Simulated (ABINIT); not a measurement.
The system is MoS2.

```
Mo S
1.0
     3.16900    0.00000    0.00000
    -1.58450    2.74443    0.00000
     0.00000    0.00000   12.32400
Mo S
2 4
Direct
  0.66667 0.33333 0.75000
  0.33333 0.66667 0.25000
  0.66667 0.33333 0.37700
  0.33333 0.66667 0.87700
  0.66667 0.33333 0.12300
  0.33333 0.66667 0.62300
```

Program: ABINIT 10.8.3 (patched build). Alike in all runs: task single point; no spin polarisation; cell as given; k mesh 8 × 8 × 2; smearing fermi-dirac 0.05 eV.

Problem. Order these runs on this cell by their pressure, lowest first.
A. level PBEsol; potentials or basis PseudoDojo NC SR PBEsol v0.4.1 standard; cutoff (eV) 980
B. level LDA; potentials or basis PseudoDojo NC SR LDA v0.4.1 standard; cutoff (eV) 952
C. level PBE; potentials or basis PseudoDojo NC SR PBE v0.4.1 standard; cutoff (eV) 952

Solution. B (-5.9 GPa), A (-3.1 GPa), C (1.8 GPa).

Caveats: this functional lacks dispersion, which binds the layers, so the pressure and a relaxed spacing across them are unreliable (some runs).

Not every run made on this cell is shown here.
